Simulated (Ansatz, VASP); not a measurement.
## Two plane-wave programs on TiTe2

```
CELL_PARAMETERS angstrom
0.00000 3.44012 3.44012
3.44012 0.00000 3.44012
3.44012 3.44012 0.00000
ATOMIC_POSITIONS crystal
Ti 0.00000 0.00000 0.00000
Te 0.25000 0.25000 0.25000
Te 0.75000 0.75000 0.75000
```

The cell was built by a generator and needn't be a form met in nature.

Alike in both runs: task single point; functional HSE06; k mesh 4 × 4 × 4; occupations fermi-dirac, width 0.02 eV; no spin polarisation.

|  | VASP | Ansatz |
| --- | --- | --- |
| version | VASP 6.6.1 | Ansatz 0.2.0 |
| potentials or method | VASP PAW PBE potentials, release 64 (Ti_sv, Te) | plane waves, PAW |
| plane-wave cutoff (eV) | 520 | 420 |
| valence electrons in the cell | 24 | 44 |

VASP gave:

* pressure (GPa): -1.3

Problem. Which values does Ansatz return?

Solution. Pressure (GPa): -0.9.

With one functional, cell and mesh, what is left measures potentials, basis and numerics. The two sets of potentials don't hold the same shells in valence. Ansatz warned: «filled_band_counts_differ_across_k_points».

Caveats: the k mesh is coarse (spacing up to 0.40 Å⁻¹), so the values aren't converged, least of all with exact exchange; the PAW data sets were made with another functional, which shifts forces and pressure a little (VASP). The runs have no spin-orbit coupling, so splittings on Te are missing.
